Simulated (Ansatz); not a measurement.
**SiC: enthalpy against pressure**

SiC, P6_3mc, a = 3.075 Å, c = 5.048 Å. The compound has several low-lying forms, and this is one of them. Ansatz: r2SCAN, PAW, 500 eV, Γ-centred 12×12×6 mesh on 4 atoms, Gaussian smearing 0.02 eV; no spin polarisation. Cell and atoms are relaxed at each pressure, and no other structure is tried, so the rows at high pressure may lie past a change of phase. y is the enthalpy over the state at zero pressure; there V0 = 10.337 Å³/atom. The pressures are the targets, met within 0.01 GPa.

```tsv
P (GPa)	y (eV/atom)
-1.0	-0.0647
0.0	0.0000
1.0	0.0644
4.0	0.2559
12.0	0.7554
25.0	?
50.0	2.9565
90.0	5.0565
```

Fit y = c1 P + c2 P² + c3 P³ to the other rows, say what c1 and c2 mean, and predict the missing value.

Least squares on the rows shown. y = 0.064385 P − 0.00012258 P² + 3.4947×10⁻⁷ P³. Since dH/dP = V, c1 is V0: 0.064385 eV/GPa × 160.2 = 10.314 Å³ against 10.337; c2 = −V0/(2B0) gives B0 = 263 GPa, where a Birch–Murnaghan fit to the volumes of the same runs (not shown) gives 228 GPa: a cubic over this range folds the higher terms into c2. At P = 25.0 the fit asked for gives 1.5385 eV/atom. The run gave 1.5370 eV/atom, so the fit is 0.0015 eV/atom too high, 0.029 % of the span of the series, against an rms of 0.0002 eV/atom on the fitted rows. With a term in P⁴ added, a fit to the same known rows predicts 1.5366 eV/atom, so most of the miss is curvature that the known rows already hold.